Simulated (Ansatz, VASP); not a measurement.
**Sb: VASP beside Ansatz**

```
Sb
1.0
     5.05853    0.00000    0.00000
    -2.52926    4.38081    0.00000
     0.00000    0.00000    2.98203
Sb
3
Cartesian
  0.0000 0.0000 0.0000
  0.0000 2.9205 1.4910
  2.5293 1.4603 1.4910
```

Alike in both runs: functional PBE; k mesh 7 × 7 × 10; occupations fermi-dirac, width 0.08 eV; no spin polarisation.

Ansatz relaxed the structure, and its values are those at the end. VASP's run is a single point on that final structure, the one shown.

|  | VASP | Ansatz |
| --- | --- | --- |
| version | VASP 6.6.1 | Ansatz 0.2.0 |
| potentials or method | VASP PAW PBE potentials, release 64 (Sb) | PAW with Ansatz's default frozen-core files, scalar-relativistic |
| plane-wave cutoff (eV) | 520 | 420 |
| valence electrons in the cell | 15 | 45 |

```tsv
	VASP	Ansatz	Ansatz less VASP
pressure (GPa)	22.0	22.0	-0.01
```

The two sets of potentials don't hold the same shells in valence.

Caveats: so large a pressure means that the cell lies far from this level's equilibrium, or that cutoff or potentials fall short (VASP). Spin-orbit coupling is left out, which matters for the levels of Sb.
